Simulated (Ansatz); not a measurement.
# Si3N4: the cost of one run

Program: Ansatz 0.2.0. Level of theory: DFT, PBE, plane-wave PAW, default files, scalar-relativistic. These are calculated values, not measurements.

1 further run of the same task is left out (it didn't finish).

**1. The system as given**

The structure is cubic, space group I-43d (No. 220). Conventional cell: a = 6.475 Å, b = 6.475 Å, c = 6.475 Å, α = 90.00°, β = 90.00°, γ = 90.00°. Si (site symmetry -4) is surrounded by 4 N at 1.75 Å. N (site symmetry 3) is surrounded by 3 Si at 1.75 Å.

Coordinates:

```cif
data_structure
_symmetry_space_group_name_H-M 'P 1'
_symmetry_Int_Tables_number 1
_cell_length_a 5.6073
_cell_length_b 5.6073
_cell_length_c 5.6073
_cell_angle_alpha 109.471
_cell_angle_beta 109.471
_cell_angle_gamma 109.471
_cell_volume 135.72
loop_
_atom_site_label
_atom_site_type_symbol
_atom_site_fract_x
_atom_site_fract_y
_atom_site_fract_z
_atom_site_occupancy
Si1 Si 0.25000 0.12500 0.87500 1
Si2 Si 0.87500 0.25000 0.12500 1
Si3 Si 0.75000 0.37500 0.62500 1
Si4 Si 0.62500 0.75000 0.37500 1
Si5 Si 0.12500 0.87500 0.25000 1
Si6 Si 0.37500 0.62500 0.75000 1
N1 N 0.56280 0.56280 0.56280 1
N2 N 0.43720 0.50000 0.00000 1
N3 N 0.50000 0.00000 0.93720 1
N4 N 0.00000 0.43720 0.50000 1
N5 N 0.93720 0.50000 0.00000 1
N6 N 0.06280 0.06280 0.06280 1
N7 N 0.00000 0.93720 0.50000 1
N8 N 0.50000 0.00000 0.43720 1
```

**2. Single point at the given positions**

Contents of input.yaml:

```yaml
crystal:
  lattice:
    - [-3.23735, 3.23735, 3.23735]
    - [3.23735, -3.23735, 3.23735]
    - [3.23735, 3.23735, -3.23735]
  atoms:
    - { symbol: Si, position: [0.25, 0.125, 0.875] }
    - { symbol: Si, position: [0.875, 0.25, 0.125] }
    - { symbol: Si, position: [0.75, 0.375, 0.625] }
    - { symbol: Si, position: [0.625, 0.75, 0.375] }
    - { symbol: Si, position: [0.125, 0.875, 0.25] }
    - { symbol: Si, position: [0.375, 0.625, 0.75] }
    - { symbol: "N", position: [0.5628, 0.5628, 0.5628] }
    - { symbol: "N", position: [0.4372, 0.5, 0.0] }
    - { symbol: "N", position: [0.5, 0.0, 0.9372] }
    - { symbol: "N", position: [0.0, 0.4372, 0.5] }
    - { symbol: "N", position: [0.9372, 0.5, 0.0] }
    - { symbol: "N", position: [0.0628, 0.0628, 0.0628] }
    - { symbol: "N", position: [0.0, 0.9372, 0.5] }
    - { symbol: "N", position: [0.5, 0.0, 0.4372] }
kpoints:
  mp_grid: { grid: [6, 6, 6] }
scf:
  occupations: { method: fermi_dirac, width: 0.02 }
hamiltonian:
  xc: pbe
  pseudopotentials: { kind: paw }
output:
  forces: true
  stress: true
  populations: true
  efg:
    quadrupole_moments_barn: { "N": 0.02044 }
    contact_densities: true
```

Launch:

```console
$ ansatz run input.yaml --threads 4 --pin off --max-ram 8192MiB --backend cpu --events-out ev --progress --plain --runs-dir out
```

**Question.** How long does this run take on 4 threads of Arm Neoverse V1, shared host, and how much memory does it need?

About 4.1 s, with a peak of 0.46 GiB.
